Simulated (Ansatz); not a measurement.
Runs of Ansatz 0.2.0 on KF (Carobbiite). The structure is cubic, space group Fm-3m (No. 225). Conventional cell: a = 5.344 Å, b = 5.344 Å, c = 5.344 Å, α = 90.00°, β = 90.00°, γ = 90.00°. K (site symmetry m-3m) has 6 F at 2.67 Å as nearest neighbours. Around F (site symmetry m-3m) lie 6 K at 2.67 Å. 

```csv
task,level,potentials or basis,spin,fixed moment (μB),cell,k mesh,cutoff (eV),smearing,basis xc grid,kpoints mp grid shift,scf mixing preconditioner,basis error allowed,other keys,gap on the mesh (eV),pressure (GPa)
electric field gradients,rPW86-PBE,all-electron PAW datasets made for the crystal,off,-,as given,9 × 9 × 9,280,gaussian 0.1 eV,3,"[0.5, 0.5, 0.5]",-,-,"basis.xc_grid = 3; kpoints.mp_grid.shift = [0.5, 0.5, 0.5]",6.14,1.3
elastic constants,BLYP+D3(BJ)+ATM,"all-electron LAPW, non-relativistic",off,-,as given,7 × 7 × 7,197,fermi-dirac 0.1 eV,-,-,-,0.002 eV/atom,-,(b),(a)
relaxation of cell and atoms,SVWN5,all-electron PAW datasets made for the crystal,off,-,relaxed,9 × 9 × 9,-,tetrahedron,-,-,kerker,-,scf.mixing.preconditioner = kerker; scf.occupations.width = left out; …,6.36,0.0
relaxation of the atoms,LDA,"all-electron LAPW, scalar-relativistic","collinear, ferromagnetic start",1.0,atoms relaxed from: cell strained at random at fixed volume,7 × 7 × 7,-,fermi-dirac 0.1 eV,-,-,-,0.001 eV/atom,-,-,6.7
relaxation of the atoms,revPBE,"all-electron LAPW, relativistic spinors","SOC, no magnetisation",-,"atoms relaxed from: atoms moved at random, drawn with an rms of 0.15 Å",7 × 7 × 7,-,fermi-dirac 0.025 eV,-,-,-,0.002 eV/atom,-,6.46,3.5
```

Question: Estimate the missing entries.

Answer: (a) -0.7; (b) 6.29.

Caveats: an odd mesh through Γ misses points on the zone boundary, where band edges often lie (some runs); with tetrahedron occupations forces and stress needn't match the slope of the energy (some runs); the relaxation stopped at its first step, so nothing moved (some runs); the total moment is fixed, so each spin has its own Fermi level (some runs).

The runs don't all hold the same shells in valence.

Runs at the PBE level aren't shown here.
